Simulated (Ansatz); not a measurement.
Geometry optimisation in Ansatz: input, command and trajectory.

```yaml
crystal:
  lattice:
    - [0.0, 2.2376006039, 2.2376006039]
    - [2.2376006039, 0.0, 2.2376006039]
    - [2.2376006039, 2.2376006039, 0.0]
  atoms:
    - { symbol: Ta, position: [0.0, 0.0, 0.0] }
    - { symbol: C, position: [0.5, 0.5, 0.5] }
basis:
  ecutwfc: 420
kpoints:
  mp_grid: { grid: [16, 16, 16] }
hamiltonian:
  xc: pbe
  dispersion: d3bj
scf:
  occupations: { method: gaussian, width: 0.1 }
output:
  forces: true
  stress: true
  eigenvalues: true
relax:
  adjacent_minimum: "off"
  f_tol: 0.005
  max_steps: 50
  cell: { stress_tol: 0.05 }
```

```bash
ansatz run input.yaml --threads 1 --pin off --max-ram 2560MiB --backend cpu --events-out ev --progress --plain --runs-dir out
```

Theory: DFT PBE+D3(BJ), scalar-relativistic, plane waves, PAW in Ansatz 0.2.0.

Of 5 frames 5 are shown, positions in Å and forces in eV/Å; the SCF threshold varies from step to step. Steps run on the plane waves of an earlier cell, with a Pulay correction in the pressure. The basis is chosen afresh for the last frame, the zero of the energies, and at times for earlier ones too; energy and pressure step there, also at an unchanged geometry.

```xyz
2
Lattice="0.0000 2.2376 2.2376 2.2376 0.0000 2.2376 2.2376 2.2376 0.0000" Properties=species:S:1:pos:R:3:forces:R:3 pbc="T T T" step=1 free_energy_over_end_meV_per_atom=4.90 pressure_GPa=-6.73
Ta    0.0000    0.0000    0.0000    0.0000    0.0000    0.0000
C     2.2376    2.2376    2.2376    0.0000    0.0000    0.0000
2
Lattice="0.0000 2.2129 2.2129 2.2129 0.0000 2.2129 2.2129 2.2129 0.0000" Properties=species:S:1:pos:R:3:forces:R:3 pbc="T T T" step=2 free_energy_over_end_meV_per_atom=1.26 pressure_GPa=4.48
Ta    0.0000    0.0000    0.0000    0.0000    0.0000    0.0000
C     2.2129    2.2129    2.2129    0.0000    0.0000    0.0000
2
Lattice="0.0000 2.2226 2.2226 2.2226 0.0000 2.2226 2.2226 2.2226 0.0000" Properties=species:S:1:pos:R:3:forces:R:3 pbc="T T T" step=3 free_energy_over_end_meV_per_atom=-0.40 pressure_GPa=-0.14
Ta    0.0000    0.0000    0.0000    0.0000    0.0000    0.0000
C     2.2226    2.2226    2.2226    0.0000    0.0000    0.0000
2
Lattice="0.0000 2.2223 2.2223 2.2223 0.0000 2.2223 2.2223 2.2223 0.0000" Properties=species:S:1:pos:R:3:forces:R:3 pbc="T T T" step=4 free_energy_over_end_meV_per_atom=-0.41 pressure_GPa=0.00
Ta    0.0000    0.0000    0.0000    0.0000    0.0000    0.0000
C     2.2223    2.2223    2.2223    0.0000    0.0000    0.0000
2
Lattice="0.0000 2.2223 2.2223 2.2223 0.0000 2.2223 2.2223 2.2223 0.0000" Properties=species:S:1:pos:R:3:forces:R:3 pbc="T T T" step=5 free_energy_over_end_meV_per_atom=0.00 pressure_GPa=-0.05
Ta    0.0000    0.0000    0.0000    0.0000    0.0000    0.0000
C     2.2223    2.2223    2.2223    0.0000    0.0000    0.0000
```

Time: 24 s on 1 thread of Arm Neoverse N1, on a shared host, peak memory 0.34 GiB.

Spin–orbit coupling is left out, which can shift energies with elements as heavy as these.